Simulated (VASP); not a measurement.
Ni: single point with LDA

The system is Ni.

```
Ni
1.0
    -1.41263    1.41263    1.41263
     1.41263   -1.41263    1.41263
     1.41263    1.41263   -1.41263
Ni
1
Direct
  0.00000 0.00000 0.00000
```

This isn't the form of Ni at room conditions, which is fcc.

| Item | Value |
| --- | --- |
| Program | VASP 6.6.1 |
| Task | single point |
| Functional | LDA |
| Potentials or basis | VASP PAW LDA potentials, release 64 (Ni) |
| Cutoff | 520 eV |
| k mesh | 18 × 18 × 18 |
| Occupations | fermi-dirac, width 0.1 eV |
| Spin | no spin polarisation |
| Dipole correction | no |
| Further INCAR settings | ALGO = Normal; EDIFF = 1e-07; NBANDS = 11 |

```yaml
Pressure: -21.4 GPa
Band_gap_on_the_k_mesh: none (metal or under the smearing width)
```

Levels at points of the mesh, in eV from the Fermi level:
```tsv
k point	band 1	band 2	band 3	band 4	band 5	band 6	band 7	band 8	band 9	band 10
(0.00, 0.00, 0.00)	-8.56	-1.83	-1.83	-1.83	-0.53	-0.53	26.19	26.19	26.19	30.86
(0.50, 0.00, 0.00)	-4.17	-2.73	-0.59	-0.38	0.35	0.42	6.45	18.86	19.49	23.45
(0.50, 0.50, 0.50)	-3.73	-3.73	0.14	0.14	0.14	9.60	9.60	9.60	15.58	15.58
```

It took 8.3 s on 1 thread of Intel(R) Xeon(R) 6975P-C (Granite Rapids), with other jobs on the host, peak memory 0.13 GiB.

Caveat: so large a pressure means that the cell lies far from this level's equilibrium, or that cutoff or potentials fall short; the run has no spin polarisation, though such a crystal can be magnetic. Spin polarisation is off, so any magnetic state and its effect on volume and gap are missing.
